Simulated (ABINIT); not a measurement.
# GaN (F-43m) in ABINIT: a series of runs

The runs below take GaN through single point, with LDA, PBEsol.

All numbers are computed with ABINIT 10.8.3 (patched build); they aren't measurements. Logs are shortened: lines on timing, memory, paths and dates and some standing lists are left out, and cuts for length are marked. The log counts tension as positive stress, the text compression.

**The experiment to reproduce.**

A printed reference work, textbook reports, for a bulk crystal of GaN at 0 K: band gap 3.299 eV (direct).

The results are compared with them further down.

## 1. Starting point

It takes space group F-43m (No. 216, cubic). Conventional cell: a = 4.507 Å, b = 4.507 Å, c = 4.507 Å, α = 90.00°, β = 90.00°, γ = 90.00°. Around Ga (site symmetry -43m) lie 4 N at 1.95 Å. N (site symmetry -43m) is surrounded by 4 Ga at 1.95 Å.

The cell is a database's computed one.

## 2. Single point, LDA

run.abi reads:

```
# Pseudopotentials
pp_dirpath "./"
pseudos "Ga.LDA_PW-JTH.xml, N.LDA_PW-JTH.xml"

# Structure
acell 3*1.0 Angstrom
rprim
     0.0000000000     2.2535006075     2.2535006075
     2.2535006075     0.0000000000     2.2535006075
     2.2535006075     2.2535006075     0.0000000000
ntypat 2
znucl 31 7
natom 2
typat 1 2
xred
     0.0000000000     0.0000000000     0.0000000000
     0.2500000000     0.2500000000     0.2500000000

# Plane-wave basis
ecut 25.0
pawecutdg 47.0

# k points
kptopt 1
ngkpt 8 8 8
nshiftk 1
shiftk 0.0 0.0 0.0

# Exchange and correlation
ixc 7

# Bands and occupations
nband 13
occopt 3
tsmear 0.05 eV

# SCF cycle
nstep 100
tolvrs 1.0e-9

# Output
iomode 3
prtwf 0
prtden 0
prteig 0
prtebands 0
```

Potentials or basis: JTH PAW LDA v2.0.

The run is started by

```bash
$ abinit run.abi > log 2>&1
```

run.abo:

```text
.Version 10.8.3 of ABINIT
 Symmetries : space group F-4 3 m (#216); Bravais cF (face-center cubic)
================================================================================
 Values of the parameters that define the memory need of the present run
     intxc =       0    ionmov =       0      iscf =      17    lmnmax =      18
     lnmax =       6     mgfft =      30  mpssoang =       3    mqgrid =    3001
     natom =       2  nloc_mem =       2    nspden =       1   nspinor =       1
    nsppol =       1      nsym =      24    n1xccc =       1    ntypat =       2
    occopt =       3   xclevel =       1
       mpw =         932          nfft =       27000          nkpt =          29
 PAW method is used; the additional fine FFT grid is defined by:
   mgfftf=        40    nfftf =     64000
================================================================================
================================================================================

--------------------------------------------------------------------------------
------------- Echo of variables that govern the present computation ------------
--------------------------------------------------------------------------------
 -outvars: echo values of preprocessed input variables --------
            acell      1.8897261259E+00  1.8897261259E+00  1.8897261259E+00 Bohr
              amu      6.97230000E+01  1.40067400E+01
             ecut      2.50000000E+01 Hartree
              ixc           7
         kptrlatt        8    0    0      0    8    0      0    0    8
          kptrlen      4.81794160E+01
            natom           2
            nband          13
            ngfft          30      30      30
          ngfftdg          40      40      40
             nkpt          29
            nstep         100
             nsym          24
           ntypat           2
           occopt           3
        pawecutdg      4.70000000E+01 Hartree
           prtden           0
        prtebands           0
           prteig           0
            prtwf           0
            rprim      0.0000000000E+00  2.2535006075E+00  2.2535006075E+00
                       2.2535006075E+00  0.0000000000E+00  2.2535006075E+00
                       2.2535006075E+00  2.2535006075E+00  0.0000000000E+00
          spgroup         216
           tolvrs      1.00000000E-09
           tsmear      1.83746611E-03 Hartree
            typat      1  2
           useylm           1
           xangst      0.0000000000E+00  0.0000000000E+00  0.0000000000E+00
                       1.1267503037E+00  1.1267503037E+00  1.1267503037E+00
            xcart      0.0000000000E+00  0.0000000000E+00  0.0000000000E+00
                       2.1292494864E+00  2.1292494864E+00  2.1292494864E+00
             xred      0.0000000000E+00  0.0000000000E+00  0.0000000000E+00
                       2.5000000000E-01  2.5000000000E-01  2.5000000000E-01
            znucl       31.00000    7.00000

================================================================================

 chkinp: Checking input parameters for consistency.

================================================================================
== DATASET  1 ==================================================================

--- !DatasetInfo
iteration_state: {dtset: 1, }
dimensions: {natom: 2, nkpt: 29, mband: 13, nsppol: 1, nspinor: 1, nspden: 1, mpw: 932, }
cutoff_energies: {ecut:  25.0, pawecutdg:  47.0, }
electrons: {nelect:   1.80000000E+01, charge:   0.00000000E+00, occopt:   3.00000000E+00, tsmear:   1.83746611E-03, }
meta: {optdriver: 0, ionmov: 0, optcell: 0, iscf: 17, paral_kgb: 0, }
...

 Exchange-correlation functional for the present dataset will be:
  LDA: Perdew-Wang 92 LSD fit to Ceperley-Alder data - ixc=7
  J.P.Perdew and Y.Wang, PRB 45, 13244 (1992)

 Real(R)+Recip(G) space primitive vectors, cartesian coordinates (Bohr,Bohr^-1):
 R(1)=  0.0000000  4.2584990  4.2584990  G(1)= -0.1174123  0.1174123  0.1174123
 R(2)=  4.2584990  0.0000000  4.2584990  G(2)=  0.1174123 -0.1174123  0.1174123
 R(3)=  4.2584990  4.2584990  0.0000000  G(3)=  0.1174123  0.1174123 -0.1174123
 Unit cell volume ucvol=  1.5445417E+02 bohr^3
 Angles (23,13,12)=  6.00000000E+01  6.00000000E+01  6.00000000E+01 degrees

 Coarse grid specifications (used for wave-functions):

 getcut: wavevector=  0.0000  0.0000  0.0000  ngfft=  30  30  30
         ecut(hartree)=     25.000   => boxcut(ratio)=   2.21563

 getcut : COMMENT -
  Note that boxcut > 2.2 ; recall that boxcut=Gcut(box)/Gcut(sphere) = 2
  is sufficient for exact treatment of convolution.
  Such a large boxcut is a waste : you could raise ecut
  e.g. ecut=   30.681261 Hartrees makes boxcut=2

 Fine grid specifications (used for densities):

 getcut: wavevector=  0.0000  0.0000  0.0000  ngfft=  40  40  40
         ecut(hartree)=     47.000   => boxcut(ratio)=   2.15216

--- Pseudopotential description ------------------------------------------------
- pspini: atom type   1  psp file is ./Ga.LDA_PW-JTH.xml
 Pseudopotential format is: paw10
 basis_size (lnmax)=  6 (lmn_size= 18), orbitals=   0   0   1   1   2   2
 Spheres core radius: rc_sph= 2.10359248
 Shapefunction is BESSEL type: shapef(r,l)=aa(1,l)*jl(q(1,l)*r)+aa(2,l)*jl(q(2,l)*r)
 Radius for shape functions =  1.80829011
 Compensation charge density is not taken into account in XC energy/potential

- pspini: atom type   2  psp file is ./N.LDA_PW-JTH.xml
 Pseudopotential format is: paw10
 basis_size (lnmax)=  4 (lmn_size=  8), orbitals=   0   0   1   1
 Spheres core radius: rc_sph= 1.20497474
 Shapefunction is SIN type: shapef(r)=[sin(pi*r/rshp)/(pi*r/rshp)]**2
 Radius for shape functions =  1.00243812
 Compensation charge density is not taken into account in XC energy/potential

   4.53888622E+02                                ecore*ucvol(ha*bohr**3)
--------------------------------------------------------------------------------

[... 7 lines left out ...]

     iter   Etot(hartree)      deltaE(h)  residm     nres2
 ETOT  1  -89.148177321558    -8.915E+01 7.868E-01 2.687E+01
 ETOT  2  -89.386864360934    -2.387E-01 1.401E-02 6.807E+00
 ETOT  3  -89.379709941198     7.154E-03 1.361E-03 5.519E-01
 ETOT  4  -89.379792463490    -8.252E-05 9.894E-04 5.370E-02
 ETOT  5  -89.379701029926     9.143E-05 3.052E-04 4.133E-03
 ETOT  6  -89.379734978487    -3.395E-05 7.292E-05 9.810E-04
 ETOT  7  -89.379736245667    -1.267E-06 5.636E-06 6.216E-04
 ETOT  8  -89.379735672760     5.729E-07 1.487E-05 1.661E-05
 ETOT  9  -89.379735676672    -3.912E-09 1.648E-06 7.593E-07
 ETOT 10  -89.379735676798    -1.261E-10 4.755E-06 3.350E-07
 ETOT 11  -89.379735676620     1.780E-10 4.890E-07 6.205E-09
 ETOT 12  -89.379735676608     1.209E-11 1.536E-06 1.322E-10

 At SCF step   12       nres2   =  1.32E-10 < tolvrs=  1.00E-09 =>converged.

 Cartesian components of stress tensor (hartree/bohr^3)
  sigma(1 1)=  2.27252066E-04  sigma(3 2)=  0.00000000E+00
  sigma(2 2)=  2.27252066E-04  sigma(3 1)=  0.00000000E+00
  sigma(3 3)=  2.27252066E-04  sigma(2 1)=  0.00000000E+00

--- !ResultsGS
iteration_state: {dtset: 1, }
comment   : Summary of ground state results
lattice_vectors:
- [  0.0000000,   4.2584990,   4.2584990, ]
- [  4.2584990,   0.0000000,   4.2584990, ]
- [  4.2584990,   4.2584990,   0.0000000, ]
lattice_lengths: [   6.02243,    6.02243,    6.02243, ]
lattice_angles: [ 60.000,  60.000,  60.000, ] # degrees, (23, 13, 12)
lattice_volume:   1.5445417E+02
convergence: {deltae:  1.209E-11, res2:  1.322E-10, residm:  1.536E-06, diffor: null, }
etotal    :  -8.93797357E+01
entropy   :   0.00000000E+00
fermie    :   2.40576585E-01
cartesian_stress_tensor: # hartree/bohr^3
- [  2.27252066E-04,   0.00000000E+00,   0.00000000E+00, ]
- [  0.00000000E+00,   2.27252066E-04,   0.00000000E+00, ]
- [  0.00000000E+00,   0.00000000E+00,   2.27252066E-04, ]
pressure_GPa:  -6.6860E+00
xred      :
- [  0.0000E+00,   0.0000E+00,   0.0000E+00, Ga]
- [  2.5000E-01,   2.5000E-01,   2.5000E-01,  N]
cartesian_forces: # hartree/bohr
- [ -3.70487775E-31,   1.23495925E-31,   1.23495925E-31, ]
- [  3.70487775E-31,  -1.23495925E-31,  -1.23495925E-31, ]
force_length_stats: {min:   4.09589647E-31, max:   4.09589647E-31, mean:   4.09589647E-31, }
...

 Integrated electronic density in atomic spheres:
 ------------------------------------------------
 Atom  Sphere_radius  Integrated_density
    1        2.10359         11.20618945
    2        1.20497          2.55849708

================================================================================

 ----iterations are completed or convergence reached----

 Mean square residual over all n,k,spin=   40.821E-10; max=  15.363E-07
 reduced coordinates (array xred) for    2 atoms
       0.000000000000      0.000000000000      0.000000000000
       0.250000000000      0.250000000000      0.250000000000
 rms dE/dt=  1.4875E-30; max dE/dt=  2.1036E-30; dE/dt below (all hartree)
    1       0.000000000000      0.000000000000      0.000000000000
    2       0.000000000000     -0.000000000000     -0.000000000000

 cartesian coordinates (angstrom) at end:
    1      0.00000000000000     0.00000000000000     0.00000000000000
    2      1.12675030375000     1.12675030375000     1.12675030375000

 cartesian forces (hartree/bohr) at end:
    1     -0.00000000000000     0.00000000000000     0.00000000000000
    2      0.00000000000000    -0.00000000000000    -0.00000000000000
 frms,max,avg= 2.3647669E-31 3.7048778E-31   0.000E+00  0.000E+00  0.000E+00 h/b

 cartesian forces (eV/Angstrom) at end:
    1     -0.00000000000000     0.00000000000000     0.00000000000000
    2      0.00000000000000    -0.00000000000000    -0.00000000000000
 frms,max,avg= 1.2160120E-29 1.9051247E-29   0.000E+00  0.000E+00  0.000E+00 e/A
 length scales=  1.889726125908  1.889726125908  1.889726125908 bohr
              =  1.000000000000  1.000000000000  1.000000000000 angstroms
 Fermi (or HOMO) energy (hartree) =   0.24058   Average Vxc (hartree)=  -0.40613
 Eigenvalues (hartree) for nkpt=  29  k points:
 kpt#   1, nband= 13, wtk=  0.00195, kpt=  0.0000  0.0000  0.0000 (reduced coord)
  -0.37373   -0.28983   -0.28983   -0.28983   -0.27819   -0.27819    0.20760    0.20760
   0.20760    0.27112    0.57886    0.57886    0.57886
      occupation numbers for kpt#   1
   2.00000    2.00000    2.00000    2.00000    2.00000    2.00000    2.00000    2.00000
   2.00000    0.00000    0.00000    0.00000    0.00000
 prteigrs : prtvol=0 or 1, do not print more k-points.

--- !EnergyTerms
iteration_state     : {dtset: 1, }
comment             : Components of total free energy in Hartree
kinetic             :  1.09080322151474E+01
hartree             :  2.33469657933974E+01
xc                  : -4.31075664765339E+00
Ewald energy        : -5.83371585177303E+01
psp_core            :  2.93866215249035E+00
local_psp           : -6.52986855911687E+01
PAW spherical_terms :  1.37320417296218E+00
internal            : -8.93797364225552E+01
'-kT*entropy'       : -1.61948383995613E-11
total_energy        : -8.93797364225714E+01
total_energy_eV     : -2.43214653035857E+03
...

--- !EnergyTermsDC
iteration_state     : {dtset: 1, }
comment             : '"Double-counting" decomposition of free energy'
band_energy         : -2.86626965660628E+00
Ewald energy        : -5.83371585177303E+01
psp_core            :  2.93866215249035E+00
xc_dc               : -2.24082800676017E+01
PAW spherical_terms : -8.70668958714378E+00
internal            : -8.93797356765917E+01
'-kT*entropy'       : -1.61948383995613E-11
total_energy_dc     : -8.93797356766079E+01
total_energy_dc_eV  : -2.43214651005986E+03
...

--- !EnergyTermsWithPAWCore
iteration_state     : {dtset: 1, }
comment             : 'Components of total free energy, including PAW core contributions'
Total energy        : -1.99568789455508E+03
Total energy DC     : -1.99568789380912E+03
Total energy (eV)   : -5.43054341251669E+04
Total energy DC (eV): -5.43054341048682E+04
...

 Cartesian components of stress tensor (hartree/bohr^3)
  sigma(1 1)=  2.27252066E-04  sigma(3 2)=  0.00000000E+00
  sigma(2 2)=  2.27252066E-04  sigma(3 1)=  0.00000000E+00
  sigma(3 3)=  2.27252066E-04  sigma(2 1)=  0.00000000E+00

-Cartesian components of stress tensor (GPa)         [Pressure= -6.6860E+00 GPa]
- sigma(1 1)=  6.68598660E+00  sigma(3 2)=  0.00000000E+00
- sigma(2 2)=  6.68598660E+00  sigma(3 1)=  0.00000000E+00
- sigma(3 3)=  6.68598660E+00  sigma(2 1)=  0.00000000E+00

== END DATASET(S) ==============================================================
================================================================================

 -outvars: echo values of variables after computation  --------
            acell      1.8897261259E+00  1.8897261259E+00  1.8897261259E+00 Bohr
           etotal     -8.9379735677E+01
            fcart     -3.7048777528E-31  1.2349592509E-31  1.2349592509E-31
                       3.7048777528E-31 -1.2349592509E-31 -1.2349592509E-31
            rprim      0.0000000000E+00  2.2535006075E+00  2.2535006075E+00
                       2.2535006075E+00  0.0000000000E+00  2.2535006075E+00
                       2.2535006075E+00  2.2535006075E+00  0.0000000000E+00
           strten      2.2725206553E-04  2.2725206553E-04  2.2725206553E-04
                       0.0000000000E+00  0.0000000000E+00  0.0000000000E+00
           xangst      0.0000000000E+00  0.0000000000E+00  0.0000000000E+00
                       1.1267503037E+00  1.1267503037E+00  1.1267503037E+00
             xred      0.0000000000E+00  0.0000000000E+00  0.0000000000E+00
                       2.5000000000E-01  2.5000000000E-01  2.5000000000E-01
 Calculation completed.
```

Wall time 11 s (1 thread of Arm Neoverse V2, shared host); peak memory 0.11 GiB.

Results:

```yaml
Free_energy: -2432.1465 eV
Band_gap_on_the_k_mesh: 1.73 eV, direct
Valence_electrons_inside_the_program's_atomic_spheres: Ga 11.21; N 2.56
```

Caveat: the cutoff is too short for stress, so the log's stress isn't used.

## 3. Single point, PBEsol

Changes to run.abi since step 2:

```diff
@@ -2,3 +2,3 @@
 pp_dirpath "./"
-pseudos "Ga.LDA_PW-JTH.xml, N.LDA_PW-JTH.xml"
+pseudos "Ga.GGA_PBE-JTH.xml, N.GGA_PBE-JTH.xml"
 
@@ -24,3 +24,3 @@
 kptopt 1
-ngkpt 8 8 8
+ngkpt 6 6 6
 nshiftk 1
@@ -29,3 +29,3 @@
 # Exchange and correlation
-ixc 7
+ixc -116133
 
@@ -46 +46,2 @@
 prtebands 0
+prtvol 2
```

Potentials or basis: JTH PAW PBE v2.0.

The run is started by

```bash
$ abinit run.abi > log 2>&1
```

It took 12 s on 1 thread of Arm Neoverse V2, shared host; peak memory 0.11 GiB.

The run converged. Its results:

```yaml
Free_energy: -2424.3215 eV
Band_gap_on_the_k_mesh: 1.66 eV, direct
Valence_electrons_inside_the_program's_atomic_spheres: Ga 11.19; N 2.56
```

Levels at points of the mesh, in eV from the valence-band top:
```csv
k point,band 6,band 7,band 8,band 9,band 10,band 11,band 12,band 13
"(0.00, 0.00, 0.00)",-13.10,0.00,0.00,0.00,1.66,10.18,10.18,10.18
"(0.50, 0.00, 0.00)",-11.84,-7.12,-0.98,-0.98,4.54,8.62,10.23,10.23
"(0.50, 0.50, 0.00)",-11.41,-6.19,-2.74,-2.74,3.21,6.54,11.56,13.85
```

Caveat: the cutoff is too short for stress, so the log's stress isn't used; the PAW data sets were made with another functional, which shifts forces and pressure a little.

(Continued in part 2 of 2.)
